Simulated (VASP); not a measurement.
TaN:

```xyz
4
Lattice="2.9218 0.0000 0.0000 -1.4609 2.5303 0.0000 0.0000 0.0000 5.9165" Properties=species:S:1:pos:R:3 pbc="T T T"
Ta    0.0000    0.0000    2.9583
Ta    0.0000    0.0000    0.0000
N     0.0000    1.6869    1.4791
N     1.4609    0.8434    4.4374
```

The cell comes from a database or a generator and needn't be the stable form of this composition.

* Program: VASP 6.6.1
* Task: relaxation of cell and atoms
* Functional: PBEsol
* Dispersion: D3
* Potentials or basis: VASP PAW PBE potentials, release 64 (Ta_pv, N)
* Cutoff: 600 eV
* k mesh: 10 × 10 × 5
* Occupations: fermi-dirac, width 0.05 eV
* Spin: no spin polarisation

At the start: pressure -13.7 GPa; volume 10.94 Å³/atom.

Q: Where does the relaxation end?

A: Over 9 steps the energy falls by 19.9 meV/atom and the volume is 10.49 Å³/atom (-4.1 %); space group P6_3/mmc (No. 194, to 0.05 Å).

The path:
| step | energy change (eV) | largest force (eV/Å) | pressure (GPa) | volume (Å³) |
| --- | --- | --- | --- | --- |
| 1 | 0.0000 | 0.0000 | -13.70 | 43.74 |
| 2 | 0.4040 | 0.0000 | 43.53 | 38.08 |
| 3 | -0.0787 | 0.0000 | -0.49 | 42.03 |
| 4 | -0.0788 | 0.0000 | -0.06 | 41.98 |
| 5 | -0.0787 | 0.0000 | 0.25 | 41.94 |
| 6 | -0.0790 | 0.0000 | 0.23 | 41.92 |
| 7 | -0.0795 | 0.0000 | 0.25 | 41.93 |
| 8 | -0.0794 | 0.0000 | -0.39 | 42.01 |
| 9 | -0.0795 | 0.0000 | -0.01 | 41.96 |

Final structure:
```
Ta N
1.0
     2.87723    0.00000    0.00000
    -1.43862    2.49176    0.00000
     0.00000    0.00000    5.85202
Ta N
2 2
Direct
  0.00000 0.00000 0.50000
  0.00000 0.00000 0.00000
  0.33333 0.66667 0.25000
  0.66667 0.33333 0.75000
```

Caveat: the PAW data sets were made with another functional, which shifts forces and pressure a little; pairwise dispersion overbinds metals, which lowers pressure and volume.
